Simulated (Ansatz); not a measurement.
## Pressure against volume: Ag

Space group P6_3/mmc (No. 194). a = 2.930 Å, b = 2.930 Å, c = 4.790 Å, α = 90.00°, β = 90.00°, γ = 120.00°
```csv
atom,site,symmetry,x,y,z
Ag,2c,-6m2,0.3333,0.6667,0.2500
```

The runs use the primitive cell with vectors (2.930, 0.000, 0.000), (-1.465, 2.537, 0.000), (0.000, 0.000, 4.790) Å, to which the k mesh refers.

The cell is COD entry 1509145, as deposited and not checked against the literature; nothing was relaxed.

Levels of theory: DFT, PBE, all-electron LAPW, scalar-relativistic (Ansatz 0.2.0); DFT, PBE, PAW with Ansatz's default frozen-core files, scalar-relativistic (Ansatz 0.2.0).

For LAPW: a Γ-centred 14×14×8 k mesh, Fermi–Dirac smearing of 0.05 eV, basis error target 0.25 meV/atom, no spin polarisation. PAW takes a cutoff of 420 eV at this cell. The Ansatz runs share mesh, smearing and spin set-up. Plane-wave (PAW) pressures include the program's estimate of the Pulay term.

The cell above is scaled evenly, with fractional coordinates and shape held.

```
V/V(cell)  V (Å³/atom)  P, LAPW (GPa)  P, PAW (GPa)  free energy over the lowest listed, PAW (meV/atom)
   0.9405       16.747           7.29          7.31                                                24.3
   0.9700       17.272           3.57          3.59                                                 6.6
   1.0000       17.806           0.47          0.48                                                 0.0
   1.0300       18.340          -2.07         -2.06                                                 2.8
   1.0600       18.875          -4.14         -4.13                                                13.2
```

(1) What do Birch–Murnaghan fits to the pressures give?

Answers

(1) LAPW: V0 = 17.90 Å³/atom, B0 = 91 GPa, B0′ = 5.7; PAW: V0 = 17.90 Å³/atom, B0 = 91 GPa, B0′ = 5.7.
